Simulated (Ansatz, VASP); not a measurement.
# One calculation of Li2H, two programs

```xyz
6
Lattice="-2.0626 2.0626 4.1076 2.0626 -2.0626 4.1076 2.0626 2.0626 -4.1076" Properties=species:S:1:pos:R:3 pbc="T T T"
Li    0.0000    0.0000    2.2354
Li    0.0000    0.0000    5.9797
Li    2.0626    0.0000    3.9259
Li    2.0626    0.0000    0.1816
H     2.0626    0.0000    2.0538
H     0.0000    0.0000    4.1076
```

Alike in both runs: functional PBE; k mesh 6 × 6 × 6; occupations gaussian, width 0.1 eV; no spin polarisation.

Ansatz relaxed the structure, and its values are those at the end. VASP's run is a single point on that final structure, the one shown.

|  | VASP | Ansatz |
| --- | --- | --- |
| version | VASP 6.6.1 | Ansatz 0.2.0 |
| potentials or method | VASP PAW PBE potentials, release 64 (Li_sv, H) | scalar-relativistic, plane waves, PAW |
| plane-wave cutoff (eV) | 520 | 420 |
| valence electrons in the cell | 14 | 14 |

|  | VASP | Ansatz | Ansatz less VASP |
| --- | --- | --- | --- |
| gap on the k mesh at the Fermi level (eV) | none | none | - |
| rms of the force components (eV/Å) | 0.015 | 0.015 | -0.0004 |

A gap of «none» marks a metal or a gap that the smearing closes.
